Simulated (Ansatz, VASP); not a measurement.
NaH in VASP and in Ansatz

File INCAR:

```
SYSTEM = NaH
  ALGO = Normal
  EDIFF = 1E-7
  ENCUT = 520
  GGA = PE
  ISIF = 2
  ISMEAR = -1
  LASPH = .TRUE.
  LCHARG = .FALSE.
  LREAL = .FALSE.
  LWAVE = .FALSE.
  NBANDS = 11
  NELM = 80
  PREC = Accurate
  SIGMA = 0.05
```

Contents of KPOINTS:

```
k-points
0
G
  9 9 9
  0 0 0
```

The input POSCAR:

```
NaH
1.0
    2.9551240000      0.0000000000      0.0000000000
    0.0000000000      2.9551240000      0.0000000000
    0.0000000000      0.0000000000      2.9551240000
Na H
1 1
Direct
    0.0000000000      0.0000000000      0.0000000000
    0.5000000000      0.5000000000      0.5000000000
```

File input.yaml:

```yaml
crystal:
  lattice:
    - [2.955124, 0.0, 0.0]
    - [0.0, 2.955124, 0.0]
    - [0.0, 0.0, 2.955124]
  atoms:
    - { symbol: Na, position: [0.0, 0.0, 0.0] }
    - { symbol: H, position: [0.5, 0.5, 0.5] }
hamiltonian:
  xc: pbe
  pseudopotentials: { kind: paw }
kpoints:
  mp_grid: { grid: [9, 9, 9] }
scf:
  occupations: { method: fermi_dirac, width: 0.05 }
output:
  forces: true
  stress: true
  eigenvalues: true
  write_density: true
  write_potential: true
  elf: true
  volumetric_format: npy
```

The cell comes from a database or a generator and needn't be the stable form of this composition.

Alike in both runs: task single point; functional PBE; k mesh 9 × 9 × 9; occupations fermi-dirac, width 0.05 eV; no spin polarisation.

|  | VASP | Ansatz |
| --- | --- | --- |
| version | VASP 6.6.1 | Ansatz 0.2.0 |
| potentials or method | VASP PAW PBE potentials, release 64 (Na_pv, H) | Ansatz PAW |
| plane-wave cutoff (eV) | 520 | 420 |
| valence electrons in the cell | 8 | 10 |

|  | VASP | Ansatz | Ansatz less VASP |
| --- | --- | --- | --- |
| gap on the k mesh at the Fermi level (eV) | 1.50 | 1.50 | +0.002 |
| least direct gap on the mesh (eV) | 4.81 | 4.81 | +0.004 |
| pressure (GPa) | 0.2 | 0.2 | +0.05 |

The two sets of potentials don't hold the same shells in valence.

Caveats: an odd mesh through Γ misses points on the zone boundary, where band edges often lie (VASP); odd divisions of the mesh miss points on the zone boundary, where band edges often lie, so the gap on the mesh can be too wide (Ansatz). As with any semilocal functional, this PBE gap is likely too small.
